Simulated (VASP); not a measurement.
# Si (P6/mmm) in VASP: further runs

The runs below take Si through relaxation of cell and atoms, single point, with rev-vdW-DF2, PBE, HSEsol, HF.

Program: VASP 6.6.1. These are calculated values, not measurements. Logs are shortened: lines on timing, memory, paths and dates and some standing lists are left out, and cuts for length are marked.

**1. Starting point**

It takes space group P6/mmm (No. 191, hexagonal). The conventional cell has a = 2.621 Å, b = 2.621 Å, c = 2.466 Å, α = 90.00°, β = 90.00°, γ = 120.00°. Around Si (site symmetry 6/mmm) lie 8 Si at 2.47 to 2.62 Å.

This isn't the form of Si at room conditions, which is diamond.

**2. Relaxation of cell and atoms, rev-vdW-DF2**

File INCAR:

```
SYSTEM = Si
  PREC = Accurate
  ENCUT = 600
  EDIFF = 1E-6
  ISMEAR = -1
  SIGMA = 0.05
  LREAL = .FALSE.
  LASPH = .TRUE.
  NELM = 100
  ALGO = Normal
  ISIF = 3
  LWAVE = .FALSE.
  LCHARG = .FALSE.
  GGA = MK
  LUSE_VDW = .TRUE.
  AGGAC = 0.0
  PARAM1 = 0.1234
  PARAM2 = 0.711357
  ZAB_VDW = -1.8867
  IBRION = 2
  NSW = 40
  EDIFFG = -0.01
```

File KPOINTS:

```
regular mesh
0
G
  12 12 11
  0 0 0
```

File POSCAR:

```
Si
1.0
    2.6205428149      0.0000000000      0.0000000000
   -1.3102714075      2.2694566494      0.0000000000
    0.0000000000      0.0000000000      2.4663543900
Si
1
Direct
    0.0000000000      0.0000000000      0.0000000000
```

Potentials or basis: VASP PAW PBE potentials, release 64 (Si).

On the command line:

```console
$ cat potpaw_PBE.64/Si/POTCAR > POTCAR
$ mpirun -np 1 vasp_std > vasp.out
```

OUTCAR:

```text
SYSTEM = Si
   PREC = Accurate
   ENCUT = 600
   EDIFF = 1E-6
   ISMEAR = -1
   LREAL = .FALSE.
   LASPH = .TRUE.
   NELM = 100
   ISIF = 3
   GGA = MK
   IBRION = 2
   NSW = 40
   EDIFFG = -0.01

 ion  position               nearest neighbor table
   1  0.000  0.000  0.000-

  LATTYP: Found a hexagonal cell.
 ALAT       =     2.6205428149
 C/A-ratio  =     0.9411616463

  Lattice vectors:

 A1 = (   2.6205428149,   0.0000000000,   0.0000000000)
 A2 = (  -1.3102714075,   2.2694566494,   0.0000000000)
 A3 = (   0.0000000000,   0.0000000000,   2.4663543900)

Analysis of symmetry for initial positions (statically):
=====================================================================
 Subroutine PRICEL returns:
 Original cell was already a primitive cell.

 Routine SETGRP: Setting up the symmetry group for a
 hexagonal supercell.

 Subroutine GETGRP returns: Found 24 space group operations
 (whereof 24 operations were pure point group operations)
 out of a pool of 24 trial point group operations.

The static configuration has the point symmetry D_6h.

Analysis of symmetry for dynamics (positions and initial velocities):
=====================================================================
 Subroutine PRICEL returns:
 Original cell was already a primitive cell.

 Routine SETGRP: Setting up the symmetry group for a
 hexagonal supercell.

 Subroutine GETGRP returns: Found 24 space group operations
 (whereof 24 operations were pure point group operations)
 out of a pool of 24 trial point group operations.

The dynamic configuration has the point symmetry D_6h.

 Subroutine INISYM returns: Found 24 space group operations
 (whereof 24 operations are pure point group operations),
 and found     1 'primitive' translations

----------------------------------------------------------------------------------------

                                     Primitive cell

  volume of cell :      14.6679

  direct lattice vectors                    reciprocal lattice vectors
     2.620542815  0.000000000  0.000000000     0.381600329  0.220317053  0.000000000
    -1.310271407  2.269456649  0.000000000     0.000000000  0.440634105  0.000000000
     0.000000000  0.000000000  2.466354390     0.000000000  0.000000000  0.405456736

[... 84 lines left out ...]
   NSW    =     40    number of steps for IOM
   IBRION =      2    ionic relax: 0-MD 1-quasi-New 2-CG
   NFREE  =      1    steps in history (QN), initial steepest desc. (CG)
   ISIF   =      3    stress and relaxation
   ISYM   =      2    0-nonsym 1-usesym 2-fastsym
   POTIM  = 0.5000    time-step for ionic-motion
   TEBEG  =    0.0;   TEEND  =   0.0 temperature during run
   PSTRESS=    0.0 pullay stress
   NELECT =       4.0000    total number of electrons
   NUPDOWN=      -1.0000    fix difference up-down
   EMIN   =  10.00;   EMAX   =-10.00  energy-range for DOS
   EFERMI =   0.00;   METHOD = LEGACY
   ISMEAR =    -1;   SIGMA  =   0.05  broadening in eV -4-tet -1-fermi 0-gaus
   EFERMI_NEDOS =   21; number of points for ismear=-14 and -15
   IALGO  =     38    algorithm
   IMIX   =      4    mixing-type and parameters
     AMIX     =   0.40;   BMIX     =  1.00
     AMIX_MAG =   1.60;   BMIX_MAG =  1.00
  volume/ion in A,a.u.               =      14.67        98.98
  Fermi-wavevector in a.u.,A,eV,Ry     =   1.061627  2.006184 15.334472  1.127052
  Thomas-Fermi vector in A             =   2.197050
   LORBIT       =      0    0 simple, 1 ext, 2 COOP (PROOUT), +10 PAW based schemes
   GGA     = MK    functional components
   LHFCALC =     F    Hartree Fock is set to
   AEXX    =    0.0000 exact exchange contribution
   IVDW_NL    =     1    kernel type
   BPARAM     = 6.3000
   IVDW    =     0    specifies the selected vdW correction
   LEPSILON=     F    determine dielectric tensor
   LRPA    =     F    only Hartree local field effects (RPA)
 conjugate gradient relaxation of ions
 non-spin polarized calculation
  energy-cutoff  :      600.00
  volume of cell :       14.67
 maximum number of plane-waves:       501
 NGX is ok and might be reduce to    24
   NGX = 11   NGY = 11   NGZ =  9

--------------------------------------- Ionic step        1  -------------------------------------------

 number of electron       4.0000000 magnetization

 Free energy of the ion-electron system (eV)
  ---------------------------------------------------
  ext. energy  EPLUGINS =         0.00000000
  ---------------------------------------------------
  free energy    TOTEN  =        -4.10572312 eV

  energy without entropy =       -4.10261695  energy(sigma->0) =       -4.10417003

------------------------ aborting loop because EDIFF is reached ----------------------------------------

  FORCE on cell =-STRESS in cart. coord.  units (eV):
  Direction    XX          YY          ZZ          XY          YZ          ZX
  --------------------------------------------------------------------------------------
  -------------------------------------------------------------------------------------
  Total        0.2260203      0.2260203      0.5551472     -0.0000000     -0.0000000      0.0000000
  in kB       24.6882022     24.6882022     60.6387332     -0.0000000     -0.0000000      0.0000000
  external PRESSURE =      36.6717125 kB  Pullay stress =       0.0000000 kB
[... 209 lines left out ...]
--------------------------------------- Ionic step        7  -------------------------------------------

 number of electron       4.0000000 magnetization

 Free energy of the ion-electron system (eV)
  ---------------------------------------------------
  ext. energy  EPLUGINS =         0.00000000
  ---------------------------------------------------
  free energy    TOTEN  =        -4.11188240 eV

  energy without entropy =       -4.10931488  energy(sigma->0) =       -4.11059864

 E-fermi :   9.2063     XC(G=0): -10.9007

 val. band max:        9.1548013942   @ k =   0.3333   0.2500   0.3636
 cond. band min:       9.3551595938   @ k =   0.2500   0.0833   0.1818
 fundamental gap:      0.2003581996
 Fermi energy:         9.2062626914

 k-point     1 :       0.0000    0.0000    0.0000
  band No.  band energies     occupation
      1      -4.5836      2.00000
      2      16.6609      0.00000
      3      16.7667      0.00000
      4      19.3773      0.00000
      5      19.3773      0.00000
      6      21.5330      0.00000
[... 199 lines left out ...]
 k-point    24 :       0.3333    0.0000    0.0909
  band No.  band energies     occupation
      1      -1.3627      2.00000
      2       7.4792      2.00000
      3      15.1524      0.00000
      4      15.5436      0.00000
      5      18.4413      0.00000
      6      24.9625      0.00000

 [... further k-points ...]
[... 5 lines left out ...]
  --------------------------------------------------------------------------------------
  -------------------------------------------------------------------------------------
  Total       -0.0020610     -0.0020610     -0.0031557      0.0000000      0.0000000      0.0000000
  in kB       -0.2180572     -0.2180572     -0.3338860      0.0000000      0.0000000      0.0000000
  external PRESSURE =      -0.2566668 kB  Pullay stress =       0.0000000 kB
[... 20 lines left out ...]
  energy  without entropy=       -4.1093148844  energy(sigma->0) =       -4.11059864

Total vdW correction in eV:      0.3467794

 reached required accuracy - stopping structural energy minimisation
```

OSZICAR:

```text
N       E                     dE             d eps       ncg     rms          rms(c)
DAV:   1     0.421036348429E+00    0.42104E+00   -0.19014E+03  1446   0.576E+02
DAV:   2    -0.405432431553E+01   -0.44754E+01   -0.41399E+01  1920   0.471E+01
DAV:   3    -0.410065077844E+01   -0.46326E-01   -0.46076E-01  1704   0.508E+00
DAV:   4    -0.410074288353E+01   -0.92105E-04   -0.92105E-04  1944   0.249E-01
[... 36 lines left out ...]
DAV:   4    -0.411188039319E+01   -0.21362E-07   -0.14834E-07   702   0.336E-03
   6 F= -.41118804E+01 E0= -.41105926E+01  d E =-.278579E-04
       N       E                     dE             d eps       ncg     rms          rms(c)
DAV:   1    -0.411188445995E+01   -0.40881E-05   -0.99101E-05  1536   0.558E-02    0.873E-03
DAV:   2    -0.411188322619E+01    0.12338E-05   -0.15142E-06  1458   0.103E-02    0.531E-03
DAV:   3    -0.411188240325E+01    0.82294E-06   -0.11129E-06   834   0.603E-03
   7 F= -.41118824E+01 E0= -.41105986E+01  d E =-.201005E-05
```

Wall time 67 s (1 thread of Intel Xeon Platinum 8488C (Sapphire Rapids), shared host); peak memory 0.25 GiB.

Results:

```
Free energy                            : -4.1119 eV
Relaxed volume                         : 15.14 Å³/atom
Relaxed cell                           : a = 2.641 Å, b = 2.641 Å, c = 2.507 Å, α = 90.00°, β = 90.00°, γ = 120.00°
Space group after relaxing (to 0.05 Å) : P6/mmm (No. 191)
Energy gained by relaxing              : 6.2 meV/atom
Ionic steps                            : 7
Pressure after relaxing                : 0.0 GPa
Band gap on the k mesh                 : none (metal or under the smearing width)
```

Step by step:
```tsv
step	energy change (eV)	largest force (eV/Å)	pressure (GPa)	volume (Å³)
1	0.0000	0.0000	3.67	14.67
2	-0.0041	0.0000	-1.73	15.39
3	-0.0061	0.0000	0.10	15.12
4	-0.0061	0.0000	0.15	15.11
5	-0.0062	0.0000	0.03	15.14
6	-0.0062	0.0000	0.07	15.13
7	-0.0062	0.0000	-0.03	15.14
```

Final structure:
```
CELL_PARAMETERS angstrom
2.64108 0.00000 0.00000
-1.32054 2.28724 0.00000
0.00000 0.00000 2.50680
ATOMIC_POSITIONS crystal
Si 0.00000 0.00000 0.00000
```

Caveat: the PAW data sets were made with another functional, which shifts forces and pressure a little.

**3. Single point, PBE**

File INCAR:

```
SYSTEM = Si
PREC = Accurate ; ENCUT = 520
EDIFF = 1E-6 ; ISMEAR = 0
SIGMA = 0.012 ; LREAL = .FALSE.
LASPH = .TRUE. ; NELM = 80
ALGO = Normal ; ISIF = 2
LWAVE = .FALSE. ; LCHARG = .FALSE.
GGA = PE
```

KPOINTS is that of step 2.

POSCAR is that of step 2.

Potentials or basis: VASP PAW PBE potentials, release 64 (Si).

On the command line:

```console
$ cat potpaw_PBE.64/Si/POTCAR > POTCAR
$ mpirun -np 1 vasp_std > vasp.out
```

OUTCAR:

```text
SYSTEM = Si
   PREC = Accurate
   ENCUT = 520
   EDIFF = 1E-6
   ISMEAR = 0
   LREAL = .FALSE.
   LASPH = .TRUE.
   NELM = 80
   ISIF = 2
   GGA = PE

 ion  position               nearest neighbor table
   1  0.000  0.000  0.000-

  LATTYP: Found a hexagonal cell.
 ALAT       =     2.6205428149
 C/A-ratio  =     0.9411616463

  Lattice vectors:

 A1 = (   2.6205428149,   0.0000000000,   0.0000000000)
 A2 = (  -1.3102714075,   2.2694566494,   0.0000000000)
 A3 = (   0.0000000000,   0.0000000000,   2.4663543900)

[... 388 lines left out ...]
 k-point    24 :       0.3333    0.0000    0.0909
  band No.  band energies     occupation
      1      -1.1622      2.00000
      2       7.8205      2.00000
      3      15.6848      0.00000
      4      16.0581      0.00000
      5      19.1401      0.00000
      6      25.9221      0.00000

 [... further k-points ...]
[... 5 lines left out ...]
  --------------------------------------------------------------------------------------
  -------------------------------------------------------------------------------------
  Total        0.1155578      0.1155578      0.5964957     -0.0000000      0.0000000      0.0000000
  in kB       12.6223813     12.6223813     65.1552288     -0.0000000      0.0000000      0.0000000
  external PRESSURE =      30.1333304 kB  Pullay stress =       0.0000000 kB

 VOLUME and BASIS-vectors are now :
 -----------------------------------------------------------------------------
  energy-cutoff  :      520.00
  volume of cell :       14.67
      direct lattice vectors                 reciprocal lattice vectors
     2.620542815  0.000000000  0.000000000     0.381600329  0.220317053  0.000000000
    -1.310271407  2.269456649  0.000000000     0.000000000  0.440634105  0.000000000
     0.000000000  0.000000000  2.466354390     0.000000000  0.000000000  0.405456736

 POSITION                                       TOTAL-FORCE (eV/Angst)
 -----------------------------------------------------------------------------------
      0.00000      0.00000      0.00000         0.000000      0.000000      0.000000
 -----------------------------------------------------------------------------------
    total drift:                               -0.000000     -0.000000      0.000000

  FREE ENERGIE OF THE ION-ELECTRON SYSTEM (eV)
  ---------------------------------------------------
  free  energy   TOTEN  =        -5.1179289758 eV

  energy  without entropy=       -5.1178269558  energy(sigma->0) =       -5.11787797
```

OSZICAR:

```text
N       E                     dE             d eps       ncg     rms          rms(c)
DAV:   1    -0.140258828081E+01   -0.14026E+01   -0.17967E+03  1422   0.508E+02
DAV:   2    -0.509428807403E+01   -0.36917E+01   -0.35313E+01  1944   0.433E+01
DAV:   3    -0.512499773756E+01   -0.30710E-01   -0.30651E-01  1680   0.433E+00
DAV:   4    -0.512505560565E+01   -0.57868E-04   -0.57867E-04  2016   0.206E-01
DAV:   5    -0.512505569837E+01   -0.92718E-07   -0.92674E-07  1656   0.562E-03    0.300E+00
DAV:   6    -0.512074818706E+01    0.43075E-02   -0.22900E-03  1746   0.308E-01    0.172E+00
DAV:   7    -0.511793590392E+01    0.28123E-02   -0.52549E-03  1560   0.483E-01    0.170E-01
DAV:   8    -0.511793236899E+01    0.35349E-05   -0.21362E-04  1902   0.114E-01    0.420E-02
DAV:   9    -0.511792917030E+01    0.31987E-05   -0.11679E-05  1674   0.268E-02    0.103E-02
DAV:  10    -0.511792897575E+01    0.19455E-06   -0.79976E-07  1110   0.733E-03
   1 F= -.51179290E+01 E0= -.51178780E+01  d E =-.102020E-03
```

stdout:

```text
POSCAR found type information on POSCAR Si
 POSCAR found :  1 types and       1 ions
 scaLAPACK will be used
 LDA part: xc-table for (Slater+PW92), standard interpolation
 POSCAR, INCAR and KPOINTS ok, starting setup
 FFT: planning ... GRIDC
 FFT: planning ... GRID_SOFT
 FFT: planning ... GRID
 WAVECAR not read
 entering main loop
```

Wall time 6 s (1 thread of Intel Xeon Platinum 8259CL at 2.50GHz (Skylake/Cascade Lake), shared host); peak memory 0.12 GiB.

What came out:

- Free energy: -5.1179 eV
- Pressure: 3.0 GPa
- Band gap on the k mesh: none (metal or under the smearing width)

**4. Single point, PBE**

File INCAR:

```
SYSTEM = Si
ALGO = Normal
EDIFF = 1E-6
ENCUT = 520
GGA = PE
ISIF = 2
ISMEAR = 0
LASPH = .TRUE.
LCHARG = .TRUE.
LELF = .TRUE.
LREAL = .FALSE.
LVHAR = .TRUE.
LWAVE = .FALSE.
NBANDS = 8
NELM = 60
PREC = Accurate
SIGMA = 0.019000000000000003
```

File KPOINTS:

```
k-points
0
G
  12 12 11
  0 0 0
```

POSCAR is that of step 3.

On the command line:

```console
$ cat potpaw_PBE.64/Si/POTCAR > POTCAR
$ mpirun -np 1 vasp_std > vasp.out
```

It took 7.8 s on 1 thread of Intel Xeon Platinum 8259CL at 2.50GHz (Skylake/Cascade Lake), shared host; peak memory 0.12 GiB.

The run converged. Its results:

* Free energy: -5.1180 eV
* Pressure: 3.0 GPa
* Band gap on the k mesh: none (metal or under the smearing width)

Stress tensor (GPa, compression positive):
```
1.26 0.00 0.00
0.00 1.26 0.00
0.00 0.00 6.51
```

Levels at points of the mesh, in eV from the Fermi level:
| k point | band 1 | band 2 | band 3 | band 4 | band 5 | band 6 |
| --- | --- | --- | --- | --- | --- | --- |
| (0.00, 0.00, 0.00) | -14.10 | 7.54 | 8.05 | 10.42 | 10.42 | 12.32 |
| (0.50, 0.00, 0.00) | -7.59 | -6.78 | 5.20 | 6.56 | 12.94 | 15.21 |

[end of part 1 of 2]
